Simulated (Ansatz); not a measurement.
**How settings move the G0W0 gap of CaSe (rocksalt)**

CaSe in the rocksalt structure, relaxed with r2SCAN; one-shot G0W0 in Ansatz without spin-orbit coupling. Spin-unpolarised throughout; all numbers are computed.

```
CELL_PARAMETERS angstrom
0.00000 2.96754 2.96754
2.96754 0.00000 2.96754
2.96754 2.96754 0.00000
ATOMIC_POSITIONS crystal
Ca 0.00000 0.00000 0.00000
Se 0.50000 0.50000 0.50000
```

Gaps are read over the mesh points alone. G0W0 values are finite-basis, finite-mesh values.
```json
{"start": "PBE", "potentials": "PAW", "frequency model": "contour deformation", "mesh": "4×4×4", "empty bands": "84", "screening cutoff (eV)": "80", "Kohn-Sham gap (eV)": "2.05", "G0W0 gap (eV)": "3.52", "rough cost": "7 core-seconds"}
{"start": "PBE", "potentials": "PAW", "frequency model": "contour deformation", "mesh": "4×4×4", "empty bands": "196", "screening cutoff (eV)": "140", "Kohn-Sham gap (eV)": "2.05", "G0W0 gap (eV)": "3.69", "rough cost": "23 core-seconds"}
{"start": "PBE", "potentials": "PAW", "frequency model": "contour deformation", "mesh": "4×4×4", "empty bands": "361", "screening cutoff (eV)": "210", "Kohn-Sham gap (eV)": "2.05", "G0W0 gap (eV)": "3.76", "rough cost": "90 core-seconds"}
{"start": "HSE06", "potentials": "PAW", "frequency model": "contour deformation", "mesh": "4×4×4", "empty bands": "196", "screening cutoff (eV)": "140", "Kohn-Sham gap (eV)": "3.00", "G0W0 gap (eV)": "4.04", "rough cost": "70 core-seconds"}
{"start": "LDA", "potentials": "PAW", "frequency model": "contour deformation", "mesh": "4×4×4", "empty bands": "196", "screening cutoff (eV)": "140", "Kohn-Sham gap (eV)": "1.89", "G0W0 gap (eV)": "3.57", "rough cost": "19 core-seconds"}
{"start": "r2SCAN", "potentials": "PAW", "frequency model": "contour deformation", "mesh": "4×4×4", "empty bands": "196", "screening cutoff (eV)": "140", "Kohn-Sham gap (eV)": "2.51", "G0W0 gap (eV)": "3.91", "rough cost": "29 core-seconds"}
{"start": "PBE", "potentials": "PAW", "frequency model": "Godby-Needs pole", "mesh": "4×4×4", "empty bands": "196", "screening cutoff (eV)": "140", "Kohn-Sham gap (eV)": "2.05", "G0W0 gap (eV)": "3.66", "rough cost": "29 core-seconds"}
{"start": "PBE", "potentials": "PAW", "frequency model": "contour deformation", "mesh": "6×6×6", "empty bands": "84", "screening cutoff (eV)": "80", "Kohn-Sham gap (eV)": "2.06", "G0W0 gap (eV)": "3.54", "rough cost": "40 core-seconds"}
{"start": "PBE", "potentials": "norm-conserving", "frequency model": "contour deformation", "mesh": "4×4×4", "empty bands": "196", "screening cutoff (eV)": "140", "Kohn-Sham gap (eV)": "2.05", "G0W0 gap (eV)": "3.61", "rough cost": "50 core-seconds"}
```

Over the mesh points the PBE gap of 2.05 eV becomes a quasiparticle gap of 3.76 eV (Γ to X), a change of +1.71 eV. Renormalisation factors Z lie between 0.74 and 0.80.

Raising bands and cutoff together moves the gap by +0.17 eV (80 to 140 eV), then +0.07 eV (140 to 210 eV); the last step is still large, so the basis limit isn't reached. Starting from HSE06 (3.00 eV against PBE's 2.05 eV) gives 4.04 eV, +0.35 eV from G0W0@PBE at the same screening cutoff. Starting from LDA (1.89 eV against PBE's 2.05 eV) gives 3.57 eV, -0.12 eV from G0W0@PBE at the same screening cutoff. Starting from r2SCAN (2.51 eV against PBE's 2.05 eV) gives 3.91 eV, +0.22 eV from G0W0@PBE at the same screening cutoff. The Godby-Needs plasmon pole differs from contour deformation by -0.03 eV. A 6×6×6 mesh in place of 4×4×4 changes the opening over PBE by +0.01 eV (the gap on the mesh by +0.02 eV). Norm-conserving potentials (wave cutoff 1170 eV against 420 eV) shift the quasiparticle gap by -0.08 eV and the PBE gap by 0.00 eV. r2SCAN runs take a wave cutoff of 500 eV.
